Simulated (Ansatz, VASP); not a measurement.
## One calculation of TiN, two programs

```xyz
2
Lattice="0.0000 2.1705 2.1705 2.1705 0.0000 2.1705 2.1705 2.1705 0.0000" Properties=species:S:1:pos:R:3 pbc="T T T"
Ti    0.0000    0.0000    0.0000
N     2.1705    2.1705    2.1705
```

Alike in both runs: task relaxation of cell and atoms; functional r2SCAN; k mesh 8 × 8 × 8; occupations gaussian, width 0.1 eV; no spin polarisation.

```csv
,VASP,Ansatz
version,VASP 6.6.1,Ansatz 0.2.0
potentials or method,"VASP PAW PBE potentials, release 64 (Ti_sv, N)","scalar-relativistic, plane waves, PAW"
plane-wave cutoff (eV),600,500
valence electrons in the cell,17,17
```

```tsv
	VASP	Ansatz	Ansatz less VASP
gap on the k mesh at the Fermi level, each at its own relaxed structure (eV)	none	none	-
relaxed volume (Å³/atom)	9.55	9.48	-0.076
relaxed cell length with the largest relative difference (Å)	3.001	2.993	-0.0080
energy change over the relaxation (meV/atom)	-40	-47	-6.4
```

A gap of «none» marks a metal or a gap that the smearing closes.

Caveats: the PAW data sets were made with another functional, which shifts forces and pressure a little (VASP).
